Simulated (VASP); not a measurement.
# Settings for ZnS: equation of state

ZnS, F-43m (no. 216), 2 atoms in the cell. PBE; PAW potentials Zn, S (PBE set). VASP 6.6.1.

Wanted: equilibrium volume within 0.05 %; bulk modulus within 0.4 %.

What the run is for: equation of state; Accuracy asked: tight.

The series start from Plane-wave cutoff (eV): 360; k-point mesh: 7 × 7 × 7; Volumes: 5 from 0.92 to 1.08; Precision mode (PREC): Accurate; Electronic threshold (eV): 1e-6; Aspherical gradient terms in the spheres (LASPH): yes; Start of each volume: each volume from scratch. Each series keeps the choices made before it, and each single choice may use up half of a tolerance. Times cover all steps of a run.

## Plane-wave cutoff (eV)

| Plane-wave cutoff (eV) | Equilibrium volume (Å³/atom) | Bulk modulus (GPa) | Time (s) |
|---|---|---|---|
| 220 | 20.29 | 76.92 | 22 |
| 280 | 20.24 | 68.39 | 22 |
| 320 | 20.21 | 69.07 | 23 |
| 360 | 20.21 | 69.04 | 27 |
| 410 | 20.21 | 69.19 | 42 |
| 480 | 20.22 | 69.26 | 42 |
| 580 | 20.21 | 69.35 | 55 |
| 720 (reference) | 20.21 | 69.32 | 70 |

## k-point mesh

| k-point mesh | Equilibrium volume (Å³/atom) | Bulk modulus (GPa) | Time (s) |
|---|---|---|---|
| 3 × 3 × 3 | 20.55 | 67.21 | 19 |
| 4 × 4 × 4 | 20.3 | 69.64 | 25 |
| 5 × 5 × 5 | 20.23 | 69.28 | 29 |
| 6 × 6 × 6 | 20.22 | 69.48 | 38 |
| 7 × 7 × 7 | 20.21 | 69.19 | 42 |
| 9 × 9 × 9 | 20.22 | 69.44 | 65 |
| 11 × 11 × 11 (reference) | 20.21 | 69.03 | 95 |

## Volumes

| Volumes | Equilibrium volume (Å³/atom) | Bulk modulus (GPa) | Time (s) |
|---|---|---|---|
| 5 from 0.88 to 1.12 | 20.22 | 69.22 | 80 |
| 5 from 0.92 to 1.08 | 20.21 | 69.03 | 95 |
| 7 from 0.91 to 1.09 (reference) | 20.21 | 69.21 | 122 |

## Precision mode (PREC)

| Precision mode (PREC) | Equilibrium volume (Å³/atom) | Bulk modulus (GPa) | Time (s) |
|---|---|---|---|
| SingleN | 20.25 | 73.24 | 62 |
| Normal | 20.22 | 69.25 | 63 |
| Accurate (reference) | 20.21 | 69.21 | 122 |

## Electronic threshold (eV)

| Electronic threshold (eV) | Equilibrium volume (Å³/atom) | Bulk modulus (GPa) | Time (s) |
|---|---|---|---|
| 0.001 | 20.21 | 69.22 | 42 |
| 0.0001 | 20.22 | 69.25 | 56 |
| 1e-5 | 20.22 | 69.25 | 63 |
| 1e-6 | 20.22 | 69.25 | 63 |
| 1e-7 (reference) | 20.22 | 69.25 | 72 |

## Aspherical gradient terms in the spheres (LASPH)

| Aspherical gradient terms in the spheres (LASPH) | Equilibrium volume (Å³/atom) | Bulk modulus (GPa) | Time (s) |
|---|---|---|---|
| no | 20.22 | 69.21 | 37 |
| yes (reference) | 20.21 | 69.22 | 42 |

## Start of each volume

| Start of each volume | Equilibrium volume (Å³/atom) | Bulk modulus (GPa) | Time (s) |
|---|---|---|---|
| each volume from scratch | 20.21 | 69.22 | 42 |
| orbitals of the volume before (WAVECAR) | 20.21 | 69.18 | 29 |

## Question

The rows run from the loosest to the tightest (no order: start of each volume). For each series: choose the loosest value from which every tighter one stays within half of the tolerance; where there is no order, keep the first row unless others stay within half of the tolerance and take at least 30 % less time, and then take the fastest.

## Answer

- Plane-wave cutoff (eV): 410
- k-point mesh: 11 × 11 × 11, the tightest run, since the next looser one is off by more than half of the tolerance (convergence isn't shown beyond it)
- Volumes: 7 from 0.91 to 1.09, the last of the list; the one before it is off by more than half of the tolerance
- Precision mode (PREC): Normal
- Electronic threshold (eV): 0.001
- Aspherical gradient terms in the spheres (LASPH): yes, the last of the list; the one before it is off by more than half of the tolerance
- Start of each volume: orbitals of the volume before (WAVECAR)

## All choices together

| Input | Equilibrium volume (Å³/atom) | Bulk modulus (GPa) | Time (s) |
|---|---|---|---|
| the program's defaults (naive) | 20.25 | 64.05 | 6.0 |
| chosen settings | 20.21 | 69.18 | 29 |
| reference settings throughout | 20.21 | 69.31 | 234 |

The chosen settings stay within the tolerance of the reference run, but the reference itself isn't shown to be converged in: k-point mesh.

## The input

INCAR:
```
SYSTEM = ZnS
  ALGO = Normal
  EDIFF = 0.001
  EFERMI = MIDGAP
  ENCUT = 410
  GGA = PE
  GGA_COMPAT = .False.
  ISIF = 2
  ISMEAR = 0
  LASPH = .True.
  LCHARG = .False.
  LREAL = .False.
  LWAVE = .True.
  NELM = 120
  NSW = 0
  PREC = Normal
  SIGMA = 0.03
```

KPOINTS:
```
Automatic mesh
0
Gamma
  11 11 11
  0 0 0
```

POSCAR.step1:
```
ZnS
1.0
    0.0000000000      2.6183787967      2.6183787967
    2.6183787967      0.0000000000      2.6183787967
    2.6183787967      2.6183787967      0.0000000000
Zn S
1 1
Direct
    0.7500000000      0.7500000000      0.7500000000
    0.0000000000      0.0000000000      0.0000000000
```

POSCAR.step2:
```
ZnS
1.0
    0.0000000000      2.6468416657      2.6468416657
    2.6468416657      0.0000000000      2.6468416657
    2.6468416657      2.6468416657      0.0000000000
Zn S
1 1
Direct
    0.7500000000      0.7500000000      0.7500000000
    0.0000000000      0.0000000000      0.0000000000
```

POSCAR.step3:
```
ZnS
1.0
    0.0000000000      2.6747052046      2.6747052046
    2.6747052046      0.0000000000      2.6747052046
    2.6747052046      2.6747052046      0.0000000000
Zn S
1 1
Direct
    0.7500000000      0.7500000000      0.7500000000
    0.0000000000      0.0000000000      0.0000000000
```

POSCAR.step4:
```
ZnS
1.0
    0.0000000000      2.7020000000      2.7020000000
    2.7020000000      0.0000000000      2.7020000000
    2.7020000000      2.7020000000      0.0000000000
Zn S
1 1
Direct
    0.7500000000      0.7500000000      0.7500000000
    0.0000000000      0.0000000000      0.0000000000
```

POSCAR.step5:
```
ZnS
1.0
    0.0000000000      2.7287542152      2.7287542152
    2.7287542152      0.0000000000      2.7287542152
    2.7287542152      2.7287542152      0.0000000000
Zn S
1 1
Direct
    0.7500000000      0.7500000000      0.7500000000
    0.0000000000      0.0000000000      0.0000000000
```

POSCAR.step6:
```
ZnS
1.0
    0.0000000000      2.7549938462      2.7549938462
    2.7549938462      0.0000000000      2.7549938462
    2.7549938462      2.7549938462      0.0000000000
Zn S
1 1
Direct
    0.7500000000      0.7500000000      0.7500000000
    0.0000000000      0.0000000000      0.0000000000
```

POSCAR.step7:
```
ZnS
1.0
    0.0000000000      2.7807429447      2.7807429447
    2.7807429447      0.0000000000      2.7807429447
    2.7807429447      2.7807429447      0.0000000000
Zn S
1 1
Direct
    0.7500000000      0.7500000000      0.7500000000
    0.0000000000      0.0000000000      0.0000000000
```

Commands (each step's output is kept before the next begins):
```
cat potpaw_PBE.64/Zn/POTCAR potpaw_PBE.64/S/POTCAR > POTCAR
cp POSCAR.step1 POSCAR
mpirun -np 1 vasp_std > vasp.out
cp POSCAR.step2 POSCAR
mpirun -np 1 vasp_std > vasp.out
cp POSCAR.step3 POSCAR
mpirun -np 1 vasp_std > vasp.out
cp POSCAR.step4 POSCAR
mpirun -np 1 vasp_std > vasp.out
cp POSCAR.step5 POSCAR
mpirun -np 1 vasp_std > vasp.out
cp POSCAR.step6 POSCAR
mpirun -np 1 vasp_std > vasp.out
cp POSCAR.step7 POSCAR
mpirun -np 1 vasp_std > vasp.out
```

The chosen input took VASP 6.6.1 29 s on 1 core (Intel Xeon Platinum 8259CL @ 2.50GHz (Skylake/Cascade Lake)), a shared host.

## An input that fails: cutoff far too low

It runs to its end, but against the unchanged starting input it is off by 3.2 % in the equilibrium volume, 175 % in the bulk modulus.

Changes against the starting input:
```
(all steps)
- PREC = Accurate
- NELM = 120
- ENCUT = 360
+ PREC = Low
+ NELM = 80
+ ENCUT = 160
```
